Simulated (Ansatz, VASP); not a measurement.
**FeO (Wuestite) in VASP and in Ansatz**

INCAR

```
PREC = Accurate
ENCUT = 520
EDIFF = 1E-7
ISMEAR = -1
SIGMA = 0.05
LREAL = False
LASPH = True
NELM = 150
ALGO = Normal
ISIF = 2
LWAVE = False
LCHARG = False
ISPIN = 2
MAGMOM = 3 0
LORBIT = 11
LMAXMIX = 4
GGA = PS
NBANDS = 18
```

The input KPOINTS:

```
Automatic mesh
0
Gamma
  11 11 11
```

POSCAR

```
FeO
1.0
    1.5388076799      0.8884310282      2.5527334195
   -1.5388076799      0.8884310282      2.5527334195
    0.0000000000     -1.7768620564      2.5527334195
Fe O
1 1
Direct
    0.0000000000      0.0000000000      0.0000000000
    0.5000000000      0.5000000000      0.5000000000
```

File input.yaml:

```yaml
crystal:
  lattice:
    - [1.5388076799, 0.8884310282, 2.5527334195]
    - [-1.5388076799, 0.8884310282, 2.5527334195]
    - [0.0, -1.7768620564, 2.5527334195]
  atoms:
    - { symbol: Fe, position: [0.0, 0.0, 0.0], spin: 3.0 }
    - { symbol: O, position: [0.5, 0.5, 0.5] }
kpoints:
  mp_grid: { grid: [11, 11, 11] }
scf:
  occupations: { method: fermi_dirac, width: 0.05 }
hamiltonian:
  xc: pbesol
  pseudopotentials: { kind: all_electron, lapw: { basis_error: 0.0005 } }
magnetization:
  spin_polarized: true
output:
  forces: true
  stress: true
  eigenvalues: true
```

Change from the starting cell: volume scaled by 1.04.

Alike in both runs: task single point; functional PBEsol; k mesh 11 × 11 × 11; occupations fermi-dirac, width 0.05 eV; collinear spin.

|  | VASP | Ansatz |
| --- | --- | --- |
| version | VASP 6.6.1 | Ansatz 0.2.0 |
| potentials or method | VASP PAW PBE potentials, release 64 (Fe, O) | all-electron LAPW, scalar-relativistic |
| plane-wave cutoff (eV) | 520 | see its input |

Ansatz gave:

| Quantity | Value |
| --- | --- |
| gap on the k mesh at the Fermi level (eV) | none |
| pressure (GPa) | -15.4 |
| largest component of the traceless stress (GPa) | 0.70 |
| net moment per atom (μB) | 2.00 |
| size of the moment on the site where the two differ most (μB) | 0.32 |

Task: Estimate VASP's values.

Result: gap on the k mesh at the Fermi level (eV): none; pressure (GPa): -15.2; largest component of the traceless stress (GPa): 0.73; net moment per atom (μB): 2.00; size of the moment on the site where the two differ most (μB): 0.29.

Site moments also hang on the region over which each program counts them. A gap of «none» marks a metal or a gap that the smearing closes. Ansatz ran all-electron here, so the differences hold the error of VASP's frozen core and of both bases.

Caveats: a cell with one magnetic atom can't hold antiferromagnetic order, which such compounds often take; semilocal functionals often make such compounds metallic where correlation or magnetic order opens a gap, which also shifts bond lengths; so large a pressure means that the cell lies far from this level's equilibrium, or that cutoff or potentials fall short (VASP); the potentials were made for another functional, which shifts forces and pressure (VASP).
